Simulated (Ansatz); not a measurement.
This Ansatz input for wurtzite-structured MgTe was spoiled on purpose:

```yaml
crystal:
  lattice:
    - [4.608076066789, 0.0, 0.0]
    - [-2.304038033394, 3.99071093641, 0.0]
    - [0.0, 0.0, 7.5009837135]
  atoms:
    - { symbol: Mg, position: [0.6666666666667, 0.3333333333333, 0.0008010072] }
    - { symbol: Mg, position: [0.3333333333333, 0.6666666666667, 0.5008010072] }
    - { symbol: Te, position: [0.6666666666667, 0.3333333333333, 0.6243989928] }
    - { symbol: Te, position: [0.3333333333333, 0.6666666666667, 0.1243989928] }
basis:
  ecutwfc: 420
  ecutrho_ratio: 4
kpoints:
  mp_grid: { grid: [0, 8, 6] }
hamiltonian:
  xc: pbe
scf:
  occupations: { method: gaussian, width: 0.05 }
  max_iter: 75
output:
  forces: true
  stress: true
```

Launched as:
```sh
ansatz run input.yaml --threads 2 --pin off --max-ram 2662MiB --backend cpu --events-out ev --progress --plain --runs-dir out
```

Problem. What is wrong with it?

Solution. A k-mesh with a zero. Against the sound input: kpoints.mp_grid.grid: [8, 8, 6] → [0, 8, 6] (the cap on iterations is only a precaution).

What the program printed:

```
Error: invalid value for `kpoints.mp_grid.grid`: each dimension must be in 1..=255
```

The input was refused before any iteration. It ran for 0.06 s on 2 threads of Arm Neoverse V2, with other jobs on the host, peak memory 0.071 GiB. The run before the change (PBE, 420 eV, 8×8×6 mesh) gave:

| run | P (GPa) | gap on the mesh (eV) | cell moment (μB) | largest force component (eV/Å) |
| --- | --- | --- | --- | --- |
| sound | 0.0 | 2.37 | – | 0.000 |

The start was a prototype's sites filled with these elements; the Crystallography Open Database holds the compound in this structure.

Of that run: Semilocal functionals underestimate band gaps, commonly by a third or more.
